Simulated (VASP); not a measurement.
Here is a VASP 6.6.1 calculation.

INCAR

```
PREC = Accurate
ENCUT = 520
EDIFF = 1E-6
ISMEAR = -1
SIGMA = 0.02
LREAL = F
LASPH = T
NELM = 100
ALGO = Fast
ISIF = 2
LWAVE = F
LCHARG = F
GGA = PE
NBANDS = 15
```

File KPOINTS:

```
Automatic mesh
0
Gamma
  6 6 6
```

File POSCAR:

```
KBr
1.0
    0.0000000000      3.3022478201      3.3022478201
    3.4515094216      0.0000000000      3.3022478201
    3.4515094216      3.3022478201      0.0000000000
K Br
1 1
Direct
    0.0000000000      0.0000000000      0.0000000000
    0.5000000000      0.5000000000      0.5000000000
```

Potentials or basis: VASP PAW PBE potentials, release 64 (K_sv, Br).

Command:

```bash
$ cat potpaw_PBE.64/K_sv/POTCAR potpaw_PBE.64/Br/POTCAR > POTCAR
$ mpirun -np 1 vasp_std > vasp.out
```

What does it give for the band gap on the k mesh?

4.31 eV, direct.

Predict the pressure.

0.1 GPa.

Stress tensor (GPa, compression positive):
```
-0.58  0.00  0.00
 0.00  0.47  0.00
 0.00  0.00  0.47
```
